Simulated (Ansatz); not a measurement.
The system is Yb.

```
CELL_PARAMETERS angstrom
0.00000 2.74310 2.74310
2.74310 0.00000 2.74310
2.74310 2.74310 0.00000
ATOMIC_POSITIONS crystal
Yb 0.00000 0.00000 0.00000
```

Base run:

* Program: Ansatz 0.2.0
* Functional: RPBE
* Potentials or basis: all-electron LAPW, scalar-relativistic
* Cutoff: 171 eV (chosen from the basis error)
* Basis error allowed: 0.001 eV/atom
* k mesh: 8 × 8 × 8
* Occupations: gaussian, width 0.02 eV
* Spin: collinear spin, ferromagnetic start
* Starting moments: [1.0] μB

Its results: band gap on the k mesh none (metal or under the smearing width); pressure -1.0 GPa; net moment 0.00 μB per cell.

Problem. The run is repeated on the same cell with these changes: functional from RPBE to LDA. What comes out?

Solution. Band gap on the k mesh none (metal or under the smearing width); pressure -4.4 GPa; net moment 0.00 μB per cell.

LDA binds more tightly than RPBE, so the same cell stands under less pressure.

Caveats: an open f shell can end in a state above the lowest; spin-orbit coupling is left out, which moves the levels of the heavy elements; the starting moments weren't kept.
